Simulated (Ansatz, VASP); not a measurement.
## One calculation of SiC, two programs

Contents of INCAR:

```
SYSTEM = SiC
ALGO = Normal
EDIFF = 1E-6
ENCUT = 520
GGA = PS
ISIF = 2
ISMEAR = 0
LASPH = .True.
LCHARG = .True.
LELF = .True.
LREAL = .False.
LVHAR = .True.
LWAVE = .False.
NBANDS = 11
NELM = 80
PREC = Accurate
SIGMA = 0.05
```

The input KPOINTS:

```
k-points
0
Gamma
  12 12 12
  0 0 0
```

File POSCAR:

```
SiC
1.0
    0.0000000000      2.1771511653      2.1771511653
    2.1771511653      0.0000000000      2.1771511653
    2.0923874133      2.0923874133      0.0847637520
Si C
1 1
Direct
    0.0000000000      0.0000000000      0.0000000000
    0.7500000000      0.7500000000      0.7500000000
```

Input for Ansatz:

```yaml
crystal:
  lattice:
    - [0.0, 2.1771511653, 2.1771511653]
    - [2.1771511653, 0.0, 2.1771511653]
    - [2.0923874133, 2.0923874133, 0.084763752]
  atoms:
    - { symbol: Si, position: [0.0, 0.0, 0.0] }
    - { symbol: C, position: [0.75, 0.75, 0.75] }
basis:
  ecutwfc: 520.0
kpoints:
  mp_grid: { grid: [12, 12, 12] }
hamiltonian:
  xc: pbesol
  pseudopotentials: { kind: paw, azcp: { folder: soft_1 } }
scf:
  occupations: { method: gaussian, width: 0.05 }
output:
  forces: true
  stress: true
  eigenvalues: true
  write_density: true
  write_potential: true
  elf: true
  volumetric_format: npy
```

Alike in both runs: task single point; functional PBEsol; k mesh 12 × 12 × 12; occupations gaussian, width 0.05 eV; no spin polarisation.

|  | VASP | Ansatz |
| --- | --- | --- |
| version | VASP 6.6.1 | Ansatz 0.2.0 |
| potentials or method | VASP PAW PBE potentials, release 64 (Si, C) | scalar-relativistic, plane waves, PAW |
| plane-wave cutoff (eV) | 520 | 520 |
| valence electrons in the cell | 8 | 8 |

|  | VASP | Ansatz | Ansatz less VASP |
| --- | --- | --- | --- |
| gap on the k mesh at the Fermi level (eV) | 0.89 | 0.91 | +0.017 |
| least direct gap on the mesh (eV) | 4.07 | 4.09 | +0.019 |
| pressure (GPa) | 17.2 | 16.8 | -0.37 |
| largest component of the traceless stress (GPa) | 13.62 | 13.53 | -0.089 |
| rms of the force components (eV/Å) | 0.615 | 0.610 | -0.0046 |

Atom by atom the forces differ by 0.005 eV/Å (rms over components). The functional is the same, so the differences come from potentials, cutoffs and numerics. Ansatz warned: «pseudo_functional_mismatch».

Caveats: so large a pressure means that the cell lies far from this level's equilibrium, or that cutoff or potentials fall short (VASP); the potentials were made for another functional, which shifts forces and pressure (VASP). A k mesh can miss the band edges.
